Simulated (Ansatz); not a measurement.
Crystal: HfO2.

```xyz
3
Lattice="0.0000 2.5575 2.5575 2.5575 0.0000 2.5575 2.5575 2.5575 0.0000" Properties=species:S:1:pos:R:3 pbc="T T T"
Hf    0.0000    0.0000    0.0000
O     3.8363    3.8363    3.8363
O     1.2788    1.2788    1.2788
```

Measurements of this composition are mostly on another form, of space group No. 14.

```yaml
Program: Ansatz 0.2.0
Task: relaxation of cell and atoms
Functional: PBE
Dispersion: D4
Potentials_or_basis: Ansatz PAW
Cutoff: "420 eV (not typed: the program's choice for these potentials)"
k_mesh: 9 × 9 × 9
Occupations: fermi-dirac, width 0.05 eV
Spin: no spin polarisation
```

At the start: volume 11.15 Å³/atom.

**Question.** How do energy, volume and symmetry change on relaxing?

**Answer.** It ends after 6 steps and the volume is 10.89 Å³/atom (-2.3 %); space group Fm-3m (No. 225, to 0.05 Å).

The path:
| step | energy change (eV) | largest force (eV/Å) | volume (Å³) |
| --- | --- | --- | --- |
| 1 | 0.0000 | 0.0000 | 33.46 |
| 2 | -0.0178 | 0.0000 | 32.53 |
| 3 | -0.0175 | 0.0000 | 32.71 |
| 4 | -0.0139 | 0.0000 | 32.71 |
| 5 | -0.0141 | 0.0000 | 32.68 |
| 6 | -0.0138 | 0.0000 | 32.68 |

Final structure:
```
CELL_PARAMETERS angstrom
0.00000 2.53757 2.53757
2.53757 0.00000 2.53757
2.53757 2.53757 0.00000
ATOMIC_POSITIONS crystal
Hf 0.00000 0.00000 0.00000
O 0.75000 0.75000 0.75000
O 0.25000 0.25000 0.25000
```

Caveat: the plane-wave basis is chosen anew once the cell has moved, so the energies of steps on either side of that aren't comparable; the pressure holds a Pulay correction of +0.9 GPa for the finite cutoff.
